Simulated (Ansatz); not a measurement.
# SiNi3: band structure with RPBE

The system is SiNi3.

```
Ni Si
1.0
     3.54200    0.00000    0.00000
     0.00000    3.54200    0.00000
     0.00000    0.00000    3.54200
Ni Si
3 1
Direct
  0.50000 0.50000 0.00000
  0.50000 0.00000 0.50000
  0.00000 0.50000 0.50000
  0.00000 0.00000 0.00000
```

```json
{
  "Program": "Ansatz 0.2.0",
  "Task": "band structure",
  "Functional": "RPBE",
  "Potentials or basis": "Ansatz PAW",
  "Cutoff": "420 eV (not typed: the program's choice for these potentials)",
  "k mesh": "4 × 4 × 4",
  "Occupations": "fermi-dirac, width 0.05 eV",
  "Spin": "collinear spin, ferromagnetic start",
  "Starting moments": "[1.0, 1.0, 1.0, 0.0] μB",
  "Path": "[[\"G\", \"X\", \"M\", \"G\", \"R\", \"X\"], [\"M\", \"R\"]]",
  "Points for each segment of the path": "14"
}
```

```yaml
Pressure: -1.3 GPa
Band_gap_on_the_k_mesh: none (metal or under the smearing width)
Net_moment: 0.00 μB per cell
Absolute_moment: 0.00 μB per cell
```

Levels at the corners of the path, in eV from the Fermi level:
Spin up:
```
point  band 27  band 28  band 29  band 30  band 31  band 32
    Γ    -0.66    -0.35    -0.03    -0.03    -0.03     4.51
    X    -1.16    -0.60    -0.03     3.41     3.41     4.91
    M    -1.12    -1.04    -0.97     0.56     0.56     5.34
    Γ    -0.66    -0.35    -0.03    -0.03    -0.03     4.51
    R    -1.25    -0.49    -0.26    -0.26    -0.26     1.04
    X    -1.16    -0.60    -0.03     3.41     3.41     4.91
    M    -1.12    -1.04    -0.97     0.56     0.56     5.34
    R    -1.25    -0.49    -0.26    -0.26    -0.26     1.04
```
Spin down:
| point | band 27 | band 28 | band 29 | band 30 | band 31 | band 32 |
| --- | --- | --- | --- | --- | --- | --- |
| Γ | -0.66 | -0.35 | -0.03 | -0.03 | -0.03 | 4.51 |
| X | -1.16 | -0.60 | -0.03 | 3.41 | 3.41 | 4.91 |
| M | -1.12 | -1.04 | -0.97 | 0.56 | 0.56 | 5.34 |
| Γ | -0.66 | -0.35 | -0.03 | -0.03 | -0.03 | 4.51 |
| R | -1.25 | -0.49 | -0.26 | -0.26 | -0.26 | 1.04 |
| X | -1.16 | -0.60 | -0.03 | 3.41 | 3.41 | 4.91 |
| M | -1.12 | -1.04 | -0.97 | 0.56 | 0.56 | 5.34 |
| R | -1.25 | -0.49 | -0.26 | -0.26 | -0.26 | 1.04 |

Run time: 4.9 s on 2 threads of Arm Neoverse V2, on a shared host, peak memory 0.37 GiB.

Caveat: the k mesh is coarse (spacing up to 0.44 Å⁻¹), so the values aren't converged; the PAW data sets come from PBE, with cores solved anew for the run's functional, which leaves a small shift of forces and pressure; the starting moments weren't kept.
